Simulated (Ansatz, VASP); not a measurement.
**One calculation of KI, two programs**

```
K I
1.0
     0.00000    3.47692    3.47692
     3.47692    0.00000    3.47692
     3.47692    3.47692    0.00000
K I
1 1
Direct
  0.00000 0.00000 0.00000
  0.50000 0.50000 0.50000
```

Change from the starting cell: volume scaled by 0.96.

Alike in both runs: task single point; functional PBEsol; k mesh 8 × 8 × 8; occupations fermi-dirac, width 0.01 eV; no spin polarisation.

```csv
,VASP,Ansatz
version,VASP 6.6.1,Ansatz 0.2.0
potentials or method,"VASP PAW PBE potentials, release 64 (K_sv, I), cutoff 520 eV","all-electron LAPW, scalar-relativistic"
```

|  | VASP | Ansatz | Ansatz less VASP |
| --- | --- | --- | --- |
| gap on the k mesh at the Fermi level (eV) | 3.92 | 3.92 | +0.005 |
| pressure (GPa) | 0.3 | 0.3 | -0.04 |

Ansatz ran all-electron here, so the differences hold the error of VASP's frozen core and of both bases.

Caveats: the PAW data sets were made with another functional, which shifts forces and pressure a little (VASP); spin-orbit coupling is left out, which moves the levels of the heavy elements. A k mesh can miss the band edges.
